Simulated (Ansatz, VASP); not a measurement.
## Two plane-wave programs on Si

Contents of POSCAR:

```
Si
1.0
    0.0000000000      2.7346886907      2.7346886907
    2.7346886907      0.0000000000      2.7346886907
    2.7346886907      2.7346886907      0.0000000000
Si
2
Direct
    0.0000000000      0.0000000000      0.0000000000
    0.2500000000      0.2500000000      0.2500000000
```

Contents of INCAR.step1:

```
SYSTEM = Si
  ALGO = Normal
  EDIFF = 1E-4
  ENCUT = 520
  GGA = PE
  ISMEAR = 0
  LASPH = .True.
  LCHARG = .False.
  LREAL = .False.
  LWAVE = .True.
  NBANDS = 11
  NELM = 80
  PREC = Accurate
  SIGMA = 0.02
```

INCAR.step2

```
SYSTEM = Si
  ALGO = Normal
  EDIFF = 1E-6
  ENCUT = 520
  ISIF = 2
  ISMEAR = 0
  ISTART = 1
  LASPH = .True.
  LCHARG = .False.
  LMIXTAU = .True.
  LREAL = .False.
  LWAVE = .False.
  METAGGA = R2SCAN
  NBANDS = 11
  NELM = 80
  PREC = Accurate
  SIGMA = 0.02
```

The input KPOINTS:

```
k-points
0
Gamma
  12 12 12
  0 0 0
```

Input for Ansatz:

```yaml
crystal:
  lattice:
    - [0.0, 2.7346886907, 2.7346886907]
    - [2.7346886907, 0.0, 2.7346886907]
    - [2.7346886907, 2.7346886907, 0.0]
  atoms:
    - { symbol: Si, position: [0.0, 0.0, 0.0] }
    - { symbol: Si, position: [0.25, 0.25, 0.25] }
basis:
  ecutwfc: 500
kpoints:
  mp_grid: { grid: [12, 12, 12] }
  band_path:
    path:
      - [[0.0, 0.0, 0.0], [0.5, 0.0, 0.5], [0.625, 0.25, 0.625]]
      - [[0.375, 0.375, 0.75], [0.0, 0.0, 0.0], [0.5, 0.5, 0.5], [0.5, 0.25, 0.75], [0.5, 0.0, 0.5]]
    npoints: 14
hamiltonian:
  xc: r2scan
scf:
  occupations: { method: gaussian, width: 0.02 }
  n_extra_bands: 6
output:
  forces: true
  stress: true
  eigenvalues: true
  populations: true
  dos: { projected: true, de: 0.02, nscf_kmesh: { grid: [18, 18, 18] } }
  bader: true
  write_density: true
  write_potential: true
  elf: true
  volumetric_format: npy
```

Alike in both runs: task single point; functional r2SCAN; k mesh 12 × 12 × 12; occupations gaussian, width 0.02 eV; no spin polarisation.

```csv
,VASP,Ansatz
version,VASP 6.6.1,Ansatz 0.2.0
potentials or method,"VASP PAW PBE potentials, release 64 (Si)","scalar-relativistic, plane waves, PAW"
plane-wave cutoff (eV),520,500
valence electrons in the cell,8,8
```

|  | VASP | Ansatz | Ansatz less VASP |
| --- | --- | --- | --- |
| gap on the k mesh at the Fermi level (eV) | 0.81 | 0.79 | -0.014 |
| least direct gap on the mesh (eV) | 2.75 | 2.73 | -0.015 |
| pressure (GPa) | -1.5 | -1.3 | +0.23 |

Caveats: the PAW data sets were made with another functional, which shifts forces and pressure a little (VASP). A k mesh can miss the band edges.
